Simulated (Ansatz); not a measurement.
The system is ZnO (zincite).

```xyz
4
Lattice="3.2493 0.0000 0.0000 -1.6247 2.8140 0.0000 0.0000 0.0000 5.2057" Properties=species:S:1:pos:R:3 pbc="T T T"
Zn    1.6247    0.9380    0.0000
Zn    0.0000    1.8760    2.6029
O     0.0000    1.8760    4.5759
O     1.6247    0.9380    1.9730
```

```yaml
Program: Ansatz 0.2.0
Task: relaxation of cell and atoms
Functional: BLYP
Dispersion: D4
Potentials_or_basis: Ansatz PAW
Cutoff: "420 eV (not typed: the program's choice for these potentials)"
k_mesh: 9 × 9 × 5
Occupations: fermi-dirac, width 0.05 eV
Spin: no spin polarisation
```

At the start: volume 11.90 Å³/atom.

Task: How do energy, volume and symmetry change on relaxing?

Result: It ends after 8 steps and the volume is 12.13 Å³/atom (+1.9 %); space group P6_3mc (No. 186, to 0.05 Å).

Step by step:
```tsv
step	energy change (eV)	largest force (eV/Å)	volume (Å³)
1	0.0000	0.0617	47.60
2	-0.0045	0.0336	48.06
3	-0.0042	0.0129	48.44
4	-0.0043	0.0026	48.45
5	-0.0042	0.0002	48.46
6	-0.0093	0.0006	48.46
7	-0.0090	0.0002	48.51
8	-0.0092	0.0002	48.51
```

Final structure:
```yaml
crystal:
  lattice:
    - [3.25755, 0.00000, 0.00000]
    - [-1.62877, 2.82112, 0.00000]
    - [0.00000, 0.00000, 5.27868]
  atoms:
    - { symbol: Zn, position: [0.66667, 0.33333, 0.00061] }
    - { symbol: Zn, position: [0.33333, 0.66667, 0.50061] }
    - { symbol: O, position: [0.33333, 0.66667, 0.87840] }
    - { symbol: O, position: [0.66667, 0.33333, 0.37840] }
```

Caveat: the plane-wave basis is chosen anew once the cell has moved, so the energies of steps on either side of that aren't comparable; the pressure holds a Pulay correction of +0.9 GPa for the finite cutoff; the PAW data sets come from PBE, with cores solved anew for the run's functional, which leaves a small shift of forces and pressure.
